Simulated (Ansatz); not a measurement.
# TaS2: how well frozen cores do, part 2 of 2

Aim: solve TaS2 at one geometry with full-potential LAPW, PAW on the default files and datasets made for this crystal, and see where they agree.

Ansatz 0.2.0; DFT LDA; a database cell (COD). «Crystal datasets» are all-electron PAW datasets made for this crystal. The steps go on from the part before.

### 3 PAW on the default files

Contents of input.yaml:

```yaml
crystal:
  lattice:
    - [3.3500021206, 0.0, 0.0]
    - [-1.6750010603, 2.9011869392, 0.0]
    - [0.0, 0.0, 5.86]
  atoms:
    - { symbol: Ta, position: [0.0, 0.0, 0.0] }
    - { symbol: S, position: [0.3333333333, 0.6666666667, 0.25] }
    - { symbol: S, position: [0.6666666667, 0.3333333333, 0.75] }
kpoints:
  mp_grid: { grid: [9, 9, 5] }
  band_path:
    path:
      - [0.0, 0.0, 0.0]
      - [0.5, 0.0, 0.0]
      - [0.3333333333, 0.3333333333, 0.0]
      - [0.0, 0.0, 0.0]
      - [0.0, 0.0, 0.5]
      - [0.5, 0.0, 0.5]
      - [0.3333333333, 0.3333333333, 0.5]
      - [0.0, 0.0, 0.5]
      - [0.5, 0.0, 0.5]
    npoints: 14
scf:
  occupations: { method: fermi_dirac, width: 0.03 }
hamiltonian:
  xc: lda
  pseudopotentials: { kind: paw }
output:
  forces: true
  stress: true
  eigenvalues: true
  efg: { contact_densities: true }
  populations: true
  bader: true
  dos: { projected: true, de: 0.2, e_range: [-14, 8] }
  write_density: true
  write_potential: true
  elf: true
  volumetric_format: npy
```

Launch:

```
$ ansatz run input.yaml --threads 1 --pin off --max-ram 6144MiB --backend cpu --events-out ev --progress --plain --runs-dir out
```

Log:

```text
Ta: output.efg is read without spin–orbit coupling, which moves field gradients at and beside such atoms by some per cent and up to a factor of two; PAW files take it under magnetization.noncollinear and magnetization.spin_orbit
Engine: ansatz 0.2.0
Pseudopotentials: kind: paw
Pseudopotential: Ta, paw, valence charge 13, recommended cutoff 420 eV (normal)
Pseudopotential: S, paw, valence charge 6, recommended cutoff 420 eV (normal)
Functional definition: SPW92
  exchange = slater_x
  correlation = pw_c
Crystal: 3 atoms, lattice volume = 56.953 Å³
Basis set: ecut = 420 eV, 1135 PW (Γ)
Bands: 17, of which v1, the nominal top of the filled ones, is band 13 counted from 1 (12 counted from 0)
Symmetry: 12 space group operations
Space group: P-3m1 (ITA 164), of the structure as read, at distance tolerance 3.8e-5 Å
k-points: 50 of 405
Non-local potential: Ta, projectors of the file, l = 0: 3, l = 1: 2, l = 2: 2, l = 3: 1
Non-local potential: S, projectors of the file, l = 0: 2, l = 1: 2, l = 2: 2
PAW form: soft (Blöchl's): semilocal exchange-correlation on the pseudo side does not see the compensation charge
PAW frozen core: Ta, regenerated for the run's functional, and the local potential with it (the file was generated under x = pbe(κ = 0.804, μ = 0.2195149727645171), c = pbe(β = 0.06672455060314922))
PAW frozen core: S, regenerated for the run's functional, and the local potential with it (the file was generated under x = pbe(κ = 0.804, μ = 0.2195149727645171), c = pbe(β = 0.06672455060314922))
PAW one-centre angular grid: Ta, 590 points (default); XC on 64 Gauss nodes
PAW one-centre angular grid: S, 110 points (default); XC on 64 Gauss nodes
Initial density: superposition of atomic densities (neutral atoms: chi_scale 0, normalization atom), corrected by the library's trained network
Initial wavefunctions: pseudopotential atomic-orbital guess
Functional: x = slater, c = lda
SCF iter   1: F=—  HF=-11424.941225 eV  |F-HF|=—  |Δ(HF+E_count)|=         —  Δρ=7.92e-3  dr2=5.94e-2  ethr=1.77e-3  ⟨swp⟩=6.0  Hψ=4954  notcnv=0
preconditioner: auto → LDOS  [metal: Δε(μ)=0.004 eV  Ē_g=8.834 eV  σ=0.030 eV  W_gap=0.03  n_scr=10 (ndim 8)  ℏωp=20.3 eV  f_vac=0.012  D(μ)=2.26/eV (n_scr^D=22)  β→1.0]
SCF iter   2: F=—  HF=-11424.930621 eV  |F-HF|=—  |Δ(HF+E_count)|=   1.06e-2  Δρ=3.00e-3  dr2=4.81e-3  ethr=2.38e-4  ⟨swp⟩=2.0  Hψ=1456  notcnv=0  defer=3
preconditioner: auto → Kerker (q_TF=auto, 2.378 Å⁻¹)  [metal: Δε(μ)=0.012 eV  Ē_g=8.896 eV  σ=0.030 eV  W_gap=0.10  n_scr=10 (ndim 8)  ℏωp=20.3 eV  f_vac=0.009  D(μ)=2.34/eV (n_scr^D=22)  β→0.5]
SCF iter   3: F=—  HF=-11424.929564 eV  |F-HF|=—  |Δ(HF+E_count)|=   1.06e-3  Δρ=9.59e-4  dr2=4.37e-4  ethr=1.92e-5  ⟨swp⟩=2.1  Hψ=1045  notcnv=0  defer=3
SCF iter   4: F=—  HF=-11424.929468 eV  |F-HF|=—  |Δ(HF+E_count)|=   9.55e-5  Δρ=1.22e-4  dr2=1.38e-5  ethr=1.75e-6  ⟨swp⟩=2.2  Hψ=1110  notcnv=0  defer=3
SCF iter   5: F=—  HF=-11424.929465 eV  |F-HF|=—  |Δ(HF+E_count)|=   3.06e-6  Δρ=3.51e-5  dr2=2.50e-6  ethr=5.50e-8  ⟨swp⟩=2.0  Hψ=1210  notcnv=0  defer=3
SCF iter   6: F=—  HF=-11424.929465 eV  |F-HF|=—  |Δ(HF+E_count)|=   3.19e-7  Δρ=1.60e-5  dr2=2.69e-7  ethr=1.00e-8  ⟨swp⟩=2.2  Hψ=1122  notcnv=0  defer=3
SCF iter   7: F=-11424.929465 eV  HF=-11424.929465 eV  |F-HF|=1.70e-9  |Δ(HF+E_count)|=   5.51e-8  Δρ=2.26e-6  dr2=6.43e-9  ethr=4.00e-10  ⟨swp⟩=9.9  Hψ=5737  notcnv=0
SCF 1 converged in 7 iterations: F = -11424.929465 eV  dr2 = 6.43e-9
NSCF: frozen V_eff on 113 k-points
SCF converged after 7 iterations
Free energy (F): -11424.929465 eV
Harris-Foulkes:  -11424.929465 eV  (|F-HF|=1.70e-9)
Internal energy: -11424.922994 eV  (E = F + TS)
E sigma→0 (E₀):  -11424.926229 eV
Entropy (-TS):   -0.006471 eV (-2.157 meV/atom)
Fermi energy:    10.376267 eV
--- Per-component energies (eV) ---
  E_band       = -191.722663
  E_kinetic    = 584.066511
  E_local      = -1425.771905  (includes V_loc(G=0)·N_el)
  E_nonlocal   = 79.341597
  E_hartree    = 540.884790
  E_xc         = -410.970920
  E_vxc        = -381.601521  (∫ρ·V_xc dr)
  E_paw        = -9286.828910  (= ΣΔE_a)
  E_vpaw       = -129.524925  (= ΣTr[D̂ρ^β])
  E_aug_tail   = 0.000128  (compensation charges beyond the density's cutoff)
  E_ewald      = -1506.209582
  E_core_change = 0.565298  (= ΣΔE_core)
  E_smearing   = -0.006471  (= −TS)
  E_closure    = 0.000000  (closes the sum)
  Σ components = -11424.929465   (vs F -11424.929465, Δ=0.00e0)
--- Forces (eV/Å), atoms counted from 1 ---
  atom   1  Ta    -0.00000000     0.00000000     0.00000000
  atom   2  S      0.00000000     0.00000000     0.78183364
  atom   3  S     -0.00000000    -0.00000000    -0.78183364
  max |Σ_I F_I| component: 1.16e-18 eV/Å
--- Stress (GPa, compression-positive) ---
       -0.270835       0.000000      -0.000000
        0.000000      -0.270835      -0.000000
       -0.000000      -0.000000       4.829510
  P = ⅓ Tr σ = 1.4293 GPa (14.293 kbar)
--- PAW observables at the nuclei: V_zz in 10²¹ V/m², potentials from the cell's mean, atoms counted from 1 ---
  atom   1  Ta V_zz =   -17.930498   η = 0.0000   by run symmetry: allowed
            electrostatic potential = -14488.655559 V   contact ρ = 8123681.228804 e/Å³
  atom   2  S  V_zz =    -1.656118   η = 0.0000   by run symmetry: allowed
            electrostatic potential = -1637.980816 V   contact ρ = 19605.730297 e/Å³
  atom   3  S  V_zz =    -1.656118   η = 0.0000   by run symmetry: allowed
            electrostatic potential = -1637.980816 V   contact ρ = 19605.730297 e/Å³
--- Band table (eV; the first three rows and the last of 50) ---
  k-point 0: bands = ["-58.2591", "-24.7671", "-24.7350", "-24.7350", "-4.6768", "-2.5674", "3.4144", "6.1573", "6.1573", "9.1254", "9.6692", "9.6692", "10.3838", "10.3838", "10.6219", "14.4845", "14.4845"]
  k-point 1: bands = ["-58.2591", "-24.7671", "-24.7350", "-24.7350", "-4.5970", "-2.7345", "3.7650", "6.1670", "6.1670", "8.2529", "9.6196", "9.6196", "10.3737", "10.3737", "11.1516", "14.6256", "14.6256"]
  k-point 2: bands = ["-58.2591", "-24.7672", "-24.7350", "-24.7350", "-4.4374", "-3.0244", "4.5171", "6.1830", "6.1830", "7.0590", "9.5423", "9.5423", "10.3569", "10.3569", "11.5760", "14.8680", "14.8680"]
  k-point 49: bands = ["-58.2441", "-24.9476", "-24.9476", "-24.6991", "-2.4723", "-2.4723", "4.8375", "4.8375", "4.9032", "6.7022", "6.8802", "6.8802", "11.5853", "11.8690", "11.8690", "15.3660", "15.3660"]
--- Löwdin populations: 3 sites ---
  site symbol       q [e]
     0     Ta     12.4858
     1      S      6.1595
     2      S      6.1595
  spilling = 0.007806 (of n_electrons = 25.000000)
--- Bader charges: 3 sites ---
  site symbol  charge [e]  shift [e]
     0     Ta      1.7532     0.0056
     1      S     -0.8766     0.0028
     2      S     -0.8766     0.0028
  estimated error of the sums over rays = 3.6e-4 e
```

It took 28 s on 1 thread of Arm Neoverse V2, shared host; peak memory 0.39 GiB.

This run gives: pressure 1.43 GPa; no gap; largest force 0.782 eV/Å; Vzz Ta1 -17.93 (η = 0.00), S2 -1.66 (η = 0.00) (10²¹ V/m²).

```csv
atom,Bader charge (e),basin volume (Å³)
Ta1,+1.75,12.35
S2,-0.88,22.30
```

Density in a lattice plane of the grid's cell (edges 3.35 and 5.86 Å, at 0.000 of the third edge), which holds Ta.

Ten even steps from ' ' (0.01 e/Å³) to '@' (4.33 e/Å³):
```
@@@@%%==..          ..==%%@@
%%##==::..          ..::==##
::::....              ....::
            ......          
            ......          
                            
                            
                            
                            
                            
                            
                            
                            
                            
            ......          
            ......          
::::....              ....::
%%##==::..          ..::==##
@@@@%%==..          ..==%%@@
##@@@@++..          ..++@@@@
```
Columns run along the first of these edges and rows up along the second, over one cell in 14 and 20 even steps from the bottom left corner. Atoms in the plane (fractional): Ta at (0.00, 0.00).

ELF in the same plane.

Ten even steps from '0' (0.00) to '9' (0.77):
```
46873234323786
99742467642479
54334788874334
11247999997421
12358999998532
11357999997531
01136899986311
00013567653100
00001122211000
00000000000000
00001122211000
00013567653100
01136899986311
11357999997531
12358999998532
11247999997421
54334788874334
99742467642479
46873234323786
02883123213882
```
Columns run along the first of these edges and rows up along the second, over one cell in 14 and 20 even steps from the bottom left corner. Atoms in the plane (fractional): Ta at (0.00, 0.00).

Both are smooth fields of the valence electrons: close to the nuclei they are not physical.

Maxima of ELF outside the ion cores: 0.93 beside S, off the lines to its neighbours, 0.9 Å from S; 0.86 in the shell around S, 0.8 Å from S.

### 4 Datasets made for this crystal

Edit input.yaml of step 3 so:

```diff
@@ -22,3 +22,3 @@
       - [0.5, 0.0, 0.5]
-    npoints: 14
+    npoints: 8
 scf:
@@ -27,3 +27,3 @@
   xc: lda
-  pseudopotentials: { kind: paw }
+  pseudopotentials: { kind: all_electron, datasets: crystal }
 output:
@@ -33,8 +33 @@
   efg: { contact_densities: true }
-  populations: true
-  bader: true
-  dos: { projected: true, de: 0.2, e_range: [-14, 8] }
-  write_density: true
-  write_potential: true
-  elf: true
-  volumetric_format: npy
```

Launch:

```
$ ansatz run input.yaml --threads 1 --pin off --max-ram 6144MiB --backend cpu --events-out ev --progress --plain --runs-dir out
```

Log, cut to the lines that bear on the results:

```text
[...]
band count auto-derived: 26 (N_el = 39.0; filled up to band 20; 24 by the electrons, moments and atoms)
Ta: output.efg is read without spin–orbit coupling, which moves field gradients at and beside such atoms by some per cent and up to a factor of two; PAW files take it under magnetization.noncollinear and magnetization.spin_orbit
[...]
[... 1 set-up line as earlier in the session ...]
Pseudopotential: Ta, paw, valence charge 27, recommended cutoff 420 eV (normal), Koelling and Harmon's equation, gaussian nucleus
Pseudopotential: S, paw, valence charge 6, recommended cutoff 420 eV (normal), Koelling and Harmon's equation, gaussian nucleus
[... 1 set-up line as earlier in the session ...]
[...]
Crystal: 3 atoms, lattice volume = 56.953 Å³
Basis set: ecut = 420 eV, 1135 PW (Γ)
Bands: 26, of which v1, the nominal top of the filled ones, is band 20 counted from 1 (19 counted from 0)
[... 1 set-up line as earlier in the session ...]
[...]
  atom   2  S      0.00000000     0.00000000     0.77487491
  atom   3  S     -0.00000000    -0.00000000    -0.77487491
[...]
--- Stress (GPa, compression-positive) ---
       -0.306190       0.000000      -0.000000
        0.000000      -0.306190      -0.000000
       -0.000000      -0.000000       4.775243
  P = ⅓ Tr σ = 1.3876 GPa (13.876 kbar)
--- PAW observables at the nuclei: V_zz in 10²¹ V/m², potentials from the cell's mean, atoms counted from 1 ---
  atom   1  Ta V_zz =   -17.779743   η = 0.0000   by run symmetry: allowed
            electrostatic potential = -14482.622706 V   contact ρ = 8119549.037966 e/Å³
  atom   2  S  V_zz =    -1.670591   η = 0.0000   by run symmetry: allowed
            electrostatic potential = -1634.676111 V   contact ρ = 19623.499944 e/Å³
  atom   3  S  V_zz =    -1.670591   η = 0.0000   by run symmetry: allowed
            electrostatic potential = -1634.676111 V   contact ρ = 19623.499944 e/Å³
--- Band table (eV; the first three rows and the last of 50) ---
[... band rows left out ...]
[...]
```

Run time: 29 s. Hardware: 1 thread of Arm Neoverse V2, shared host; peak memory 0.69 GiB.

This run gives: pressure 1.39 GPa; no gap; largest force 0.775 eV/Å; Vzz Ta1 -17.78 (η = 0.00), S2 -1.67 (η = 0.00) (10²¹ V/m²).

```csv
atom,contact density (e/Å³)
Ta1,8119549
S2,19623.5
```

### 5 Comparison

| method | pressure (GPa) | largest force (eV/Å) | Vzz Ta1 (10²¹ V/m²) | Vzz S2 (10²¹ V/m²) | SCF cycles, all passes |
| --- | --- | --- | --- | --- | --- |
| LAPW | 1.39 | 0.775 | – | – | 8 |
| PAW | 1.43 | 0.782 | -17.93 | -1.66 | 7 |
| crystal datasets | 1.39 | 0.775 | -17.78 | -1.67 | 9 |

### 6 Summary of results

The summary covers parts 1 to 2.

```
           quantity                                               value
           pressure      LAPW 1.39, PAW 1.43, crystal datasets 1.39 GPa
         gap (LAPW)                                                none
      largest force  LAPW 0.775, PAW 0.782, crystal datasets 0.775 eV/Å
Bader charges (PAW)                               Ta1 +1.75, S2 -0.88 e
  highest ELF (PAW)                                 0.93, 0.89 Å from S
```

The pressure of 1.4 GPa pushes the cell to expand, with the atoms held in place. The count of 71 electrons in bands leaves a band partly filled, so there is no gap. Within 0.3 eV of the Fermi level the largest projected share is Ta 5d (71 %). The projection holds only the free atom's occupied shells (Ta 6s, Ta 5d, S 3s, S 3p in this range). The field gradient at Ta1, the largest by crystal datasets, is -17.93 by PAW and -17.78 by crystal datasets (10²¹ V/m²), within 5 %. No spin–orbit coupling: at heavy atoms the gradients can be off by tens of per cent for that reason. PAW lies +0.04 GPa from LAPW in pressure. The forces differ by at most 7 meV/Å in a component, on a largest force of 0.775 eV/Å. LAPW took about 1.6 times as long as PAW (46 s against 28 s, on a shared host and with the outputs that each input asks for). Spin-orbit coupling is left out, though the cell holds Ta; in elements this heavy it can shift bands and gaps by tenths of an eV. TaS2 has an odd count of electrons, so a run without spin can force a false metal and spoil its energy.
